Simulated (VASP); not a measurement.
A VASP 6.6.1 single-point calculation on AlN

INCAR

```
NELM = 50
ISMEAR = 2
NSW = 0
LREAL = .FALSE.
LWAVE = .FALSE.
EDIFF = 1E-7
LCHARG = .FALSE.
LASPH = .TRUE.
IBRION = -1
NBANDS = 16
ENCUT = 520
PREC = Accurate
SIGMA = 0.5
ISIF = 2
GGA = PE
```

KPOINTS

```
KPOINTS created by Atomic Simulation Environment
0
Gamma
12 12 6
0 0 0
```

POSCAR

```
Al N
 1.0000000000000000
     3.2452523039688348    0.0000000000000000    0.0000000000000000
    -1.6226261519844174    2.8104709369269898    0.0000000000000000
     0.0000000000000000    0.0000000000000000    5.2006367362999999
 Al  N
   2   2
Cartesian
 -0.0000000000000000  1.8736472912846600 -0.0145913401662472
  1.6226261519844174  0.9368236456423300  2.5857270279837525
 -0.0000000000000000  1.8736472912846600  1.9648301162787469
  1.6226261519844174  0.9368236456423300  4.5651484844287467
```

The recommended PBE PAW datasets give the neutral cell 16 valence electrons.

Command

```
mpirun -np 1 vasp_std
```

OSZICAR

```
N       E                     dE             d eps       ncg     rms          rms(c)
DAV:   1     0.425313242185E+02    0.42531E+02   -0.71067E+03  2432   0.880E+02
DAV:   2    -0.299424031834E+02   -0.72474E+02   -0.65940E+02  3456   0.180E+02
DAV:   3    -0.337833337918E+02   -0.38409E+01   -0.38293E+01  3064   0.427E+01
DAV:   4    -0.338095238364E+02   -0.26190E-01   -0.26188E-01  2976   0.407E+00
DAV:   5    -0.338098923554E+02   -0.36852E-03   -0.36852E-03  3168   0.483E-01    0.114E+01
DAV:   6    -0.294749399534E+02    0.43350E+01   -0.10791E+01  2968   0.230E+01    0.394E+00
DAV:   7    -0.295042678019E+02   -0.29328E-01   -0.56649E-01  2544   0.539E+00    0.277E+00
DAV:   8    -0.294975190584E+02    0.67487E-02   -0.79503E-02  2672   0.259E+00    0.788E-01
DAV:   9    -0.294907000817E+02    0.68190E-02   -0.14548E-02  3128   0.901E-01    0.285E-01
DAV:  10    -0.294914531721E+02   -0.75309E-03   -0.31678E-03  2736   0.350E-01    0.174E-01
DAV:  11    -0.294913180521E+02    0.13512E-03   -0.25336E-04  2896   0.121E-01    0.433E-02
DAV:  12    -0.294913219732E+02   -0.39211E-05   -0.17991E-05  2688   0.336E-02    0.782E-03
DAV:  13    -0.294913218599E+02    0.11335E-06   -0.62943E-06  2976   0.185E-02    0.652E-03
DAV:  14    -0.294913218820E+02   -0.22173E-07   -0.47719E-07  2776   0.583E-03
   1 F= -.29491322E+02 E0= -.29496283E+02  d E =0.198463E-01
```

From OUTCAR

```
k-points           NKPTS =     76   k-points in BZ     NKDIM =     76   number of bands    NBANDS=     16

   NELECT =      16.0000    total number of electrons

   dimension x,y,z NGX =    24 NGY =   24 NGZ =   40
   dimension x,y,z NGXF=    48 NGYF=   48 NGZF=   80

  energy-cutoff  :      520.00
  volume of cell :       47.43
      direct lattice vectors                 reciprocal lattice vectors
     3.245252304  0.000000000  0.000000000     0.308142451  0.177906127  0.000000000
    -1.622626152  2.810470937  0.000000000     0.000000000  0.355812254  0.000000000
     0.000000000  0.000000000  5.200636736     0.000000000  0.000000000  0.192284147

 k-points in reciprocal lattice and weights: KPOINTS created by Atomic Simulation Env
   0.00000000  0.00000000  0.00000000       0.001
   0.08333333 -0.00000000  0.00000000       0.007
   0.16666667  0.00000000  0.00000000       0.007
   0.25000000 -0.00000000  0.00000000       0.007
   0.33333333 -0.00000000  0.00000000       0.007
   0.41666667 -0.00000000  0.00000000       0.007
   0.50000000 -0.00000000  0.00000000       0.003
   0.08333333  0.08333333  0.00000000       0.007
   ...

 E-fermi :   4.9235

 k-point     1 :       0.0000    0.0000    0.0000
  band No.  band energies     occupation
      1      -9.4701      2.00000
      2      -7.6963      2.00000
      3      -0.4678      2.00000
      4       4.1967      2.02894
      5       4.1967      2.02894
      6       4.8124      1.45267
      7       4.8124      1.45267
      8       4.9687      0.80996
      9       8.1193      0.00000
     10      10.5853      0.00000
     11      14.5925      0.00000
     12      15.2357      0.00000
     13      15.2357      0.00000
     14      16.8285      0.00000
     15      16.9552      0.00000
     16      16.9552      0.00000

 k-point     2 :       0.0833   -0.0000    0.0000
  band No.  band energies     occupation
      1      -9.3944      2.00000
      2      -7.6545      2.00000
      3      -0.3731      2.00000
      4       3.8089      1.99196
      5       4.0930      2.00318
      6       4.3780      2.09332
      7       4.7953      1.51570
      8       4.9329      0.96054
      9       8.5691      0.00000
     10      10.9478      0.00000
     11      14.3142      0.00000
     12      14.7244      0.00000
     13      15.4524      0.00000
     14      16.6175      0.00000
     15      16.9252      0.00000
     16      17.0461      0.00000

 k-point     3 :       0.1667    0.0000    0.0000
  band No.  band energies     occupation
      1      -9.1744      2.00000
      2      -7.5406      2.00000
      3      -0.0945      2.00000
      4       2.8735      2.00000
      5       3.5252      1.99856
      6       3.8458      1.99101
      7       4.7252      1.74487
      8       4.8074      1.47126
      9       9.4555      0.00000
     10      11.6701      0.00000
     11      13.5229      0.00000
     12      13.9257      0.00000
     13      15.9808      0.00000
     14      16.1158      0.00000
     15      16.4533      0.00000
     16      16.9555      0.00000

 ...

  Total       -5.2123600     -5.2123600     -4.7911582      0.0000000      0.0000000     -0.0000000
  in kB     -176.0600840   -176.0600840   -161.8329713      0.0000000      0.0000000     -0.0000000
  external PRESSURE =    -171.3177131 kB  Pullay stress =       0.0000000 kB

 POSITION                                       TOTAL-FORCE (eV/Angst)
 -----------------------------------------------------------------------------------
      0.00000      1.87365      5.18605         0.000000     -0.000000     -0.029220
      1.62263      0.93682      2.58573        -0.000000      0.000000     -0.029220
      0.00000      1.87365      1.96483        -0.000000      0.000000      0.029220
      1.62263      0.93682      4.56515        -0.000000     -0.000000      0.029220
 -----------------------------------------------------------------------------------
    total drift:                                0.000000      0.000000      0.000670

  FREE ENERGIE OF THE ION-ELECTRON SYSTEM (eV)
  ---------------------------------------------------
  free  energy   TOTEN  =       -29.4913218820 eV

  energy  without entropy=      -29.5111682132  energy(sigma->0) =      -29.49628346
```

It converged. Results: gap between bands v and c on the k mesh 3.15 eV; least direct gap on the k mesh 3.15 eV; pressure -17.1 GPa; largest force 0.03 eV/Å. Band v is the last that the valence electrons fill when counted band by band, and c is the next.

For comparison, a separate PBE run of the intended cell, on usual settings and not on those above, gives a gap of 3.15 eV on its mesh and a pressure of -17.1 GPa.

The run above took about 17 s on one core of a shared host (Intel Xeon 6975P-C) and held 0.18 GiB at most.
